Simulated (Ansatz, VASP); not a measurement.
# SnTe in VASP and in Ansatz

```
Sn Te
1.0
     0.00000    3.05041    3.05041
     3.05041    0.00000    3.05041
     3.05041    3.05041    0.00000
Sn Te
1 1
Direct
  0.00000 0.00000 0.00000
  0.50000 0.50000 0.50000
```

Alike in both runs: task single point; functional PBE; k mesh 10 × 10 × 10; occupations gaussian, width 0.05 eV; no spin polarisation.

|  | VASP | Ansatz |
| --- | --- | --- |
| version | VASP 6.6.1 | Ansatz 0.2.0 |
| potentials or method | VASP PAW PBE potentials, release 64 (Sn_d, Te) | scalar-relativistic, plane waves, PAW |
| plane-wave cutoff (eV) | 520 | 420 |
| valence electrons in the cell | 20 | 30 |

Ansatz gave:

- gap on the k mesh at the Fermi level (eV): 0.26
- least direct gap on the mesh (eV): 0.26
- pressure (GPa): 8.3

Which values does VASP return?

gap on the k mesh at the Fermi level (eV): 0.25; least direct gap on the mesh (eV): 0.25; pressure (GPa): 8.3.

The two sets of potentials don't hold the same shells in valence.

Caveats: spin-orbit coupling is left out, which moves the levels of the heavy elements.
